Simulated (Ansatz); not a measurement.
The system is MnO.

```xyz
2
Lattice="2.6724 0.0000 0.0000 0.0000 2.6724 0.0000 0.0000 0.0000 2.6724" Properties=species:S:1:pos:R:3 pbc="T T T"
Mn    0.0000    0.0000    0.0000
O     1.3362    1.3362    1.3362
```

Measurements of this composition are mostly on another form, of space group No. 225.

- Program: Ansatz 0.2.0
- Task: relaxation of cell and atoms
- Functional: HF
- Potentials or basis: Ansatz PAW
- Cutoff: 420 eV (not typed: the program's choice for these potentials)
- k mesh: 5 × 5 × 5
- Occupations: fermi-dirac, width 0.05 eV
- Spin: collinear spin, ferromagnetic start
- Starting moments: [4.0, 0.0] μB

At the start: volume 9.54 Å³/atom.

Problem. How do energy, volume and symmetry change on relaxing?

Solution. It ends after 7 steps and the volume is 10.68 Å³/atom (+11.9 %); space group Pm-3m (No. 221, to 0.05 Å); moment 5.00 μB per cell.

Step by step:
```csv
step,energy change (eV),largest force (eV/Å),volume (Å³)
1,0.0000,0.0000,19.09
2,-0.1228,0.0000,20.69
3,-0.1279,0.0000,21.24
4,-0.1272,0.0000,21.34
5,-0.1538,0.0000,21.34
6,-0.1535,0.0000,21.37
7,-0.1535,0.0000,21.37
```

Final structure:
```yaml
crystal:
  lattice:
    - [2.77485, 0.00000, 0.00000]
    - [0.00000, 2.77485, 0.00000]
    - [0.00000, 0.00000, 2.77485]
  atoms:
    - { symbol: Mn, position: [0.00000, 0.00000, 0.00000] }
    - { symbol: O, position: [0.50000, 0.50000, 0.50000] }
```

Caveat: the k mesh is coarse (spacing up to 0.47 Å⁻¹), so the values aren't converged, least of all with exact exchange; the magnetic or orbital state may not be the lowest; the plane-wave basis is chosen anew once the cell has moved, so the energies of steps on either side of that aren't comparable; the pressure holds a Pulay correction of +1.6 GPa for the finite cutoff; a cell with one magnetic atom can't hold antiferromagnetic order, which such compounds often take; the PAW data sets come from PBE, with cores solved anew for the run's functional, which leaves a small shift of forces and pressure.
